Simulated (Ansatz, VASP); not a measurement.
Al in VASP and in Ansatz

File POSCAR:

```
Al
1.0
    0.0000000000      2.0239800000      2.0239800000
    2.0239800000      0.0000000000      2.0239800000
    2.0239800000      2.0239800000      0.0000000000
Al
1
Direct
    0.0000000000      0.0000000000      0.0000000000
```

The input INCAR.step1:

```
PREC = Accurate
ENCUT = 520
ISMEAR = 0
SIGMA = 0.1
LREAL = F
LASPH = T
NELM = 100
NBANDS = 8
GGA = PE
ALGO = Normal
EDIFF = 1E-4
LWAVE = T
LCHARG = F
```

INCAR.step2

```
PREC = Accurate
ENCUT = 520
EDIFF = 1E-6
ISMEAR = 0
SIGMA = 0.1
LREAL = F
LASPH = T
NELM = 100
ALGO = Normal
ISIF = 2
LWAVE = F
LCHARG = F
METAGGA = R2SCAN
LMIXTAU = T
NBANDS = 8
ISTART = 1
```

The input KPOINTS:

```
Automatic mesh
0
Gamma
  8 8 8
```

Input for Ansatz:

```yaml
crystal:
  lattice:
    - [0.0, 2.02398, 2.02398]
    - [2.02398, 0.0, 2.02398]
    - [2.02398, 2.02398, 0.0]
  atoms:
    - { symbol: Al, position: [0.0, 0.0, 0.0] }
basis:
  ecutwfc: 500
kpoints:
  mp_grid: { grid: [8, 8, 8] }
hamiltonian:
  xc: r2scan
scf:
  occupations: { method: gaussian, width: 0.1 }
output:
  forces: true
  stress: true
  eigenvalues: true
```

Alike in both runs: task single point; functional r2SCAN; k mesh 8 × 8 × 8; occupations gaussian, width 0.1 eV; no spin polarisation.

|  | VASP | Ansatz |
| --- | --- | --- |
| version | VASP 6.6.1 | Ansatz 0.2.0 |
| potentials or method | VASP PAW PBE potentials, release 64 (Al) | scalar-relativistic, plane waves, PAW |
| plane-wave cutoff (eV) | 520 | 500 |
| valence electrons in the cell | 3 | 3 |

```tsv
	VASP	Ansatz	Ansatz less VASP
gap on the k mesh at the Fermi level (eV)	none	none	-
pressure (GPa)	-3.4	-3.2	+0.28
```

A gap of «none» marks a metal or a gap that the smearing closes. The functional is the same, so the differences come from potentials, cutoffs and numerics.

Caveats: the PAW data sets were made with another functional, which shifts forces and pressure a little (VASP).
